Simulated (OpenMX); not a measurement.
## Pd in OpenMX: the effect of volume scale

The system is Pd.

```
Pd
1.0
     0.00000    1.86530    1.86530
     1.86530    0.00000    1.86530
     1.86530    1.86530    0.00000
Pd
1
Direct
  0.00000 0.00000 0.00000
```

Alike in all runs:

* Program: OpenMX 3.8.5
* Task: single point
* Functional: PBE
* Potentials or basis: OpenMX 2013 PBE set, Pd7.0-s3p2d2, grid cutoff 400 Ry
* k mesh: 9 × 9 × 9
* Occupations: fermi-dirac, width 0.05 eV
* Spin: no spin polarisation

```csv
volume scale,pressure (GPa)
0.88,?
0.92,35.5
0.96,22.3
1,11.8
1.04,3.5
1.08,-2.9
```

What does the run with volume scale 0.88 give?

Pressure 52.7 GPa.

Worked out: A parabola through the other rows of the pressure, of slope -408 GPa per unit of volume scale there, extrapolates to 50.6 GPa, against the run's 52.7.

Caveats: the basis of atomic orbitals isn't converged, which shifts pressures, moduli and gaps.
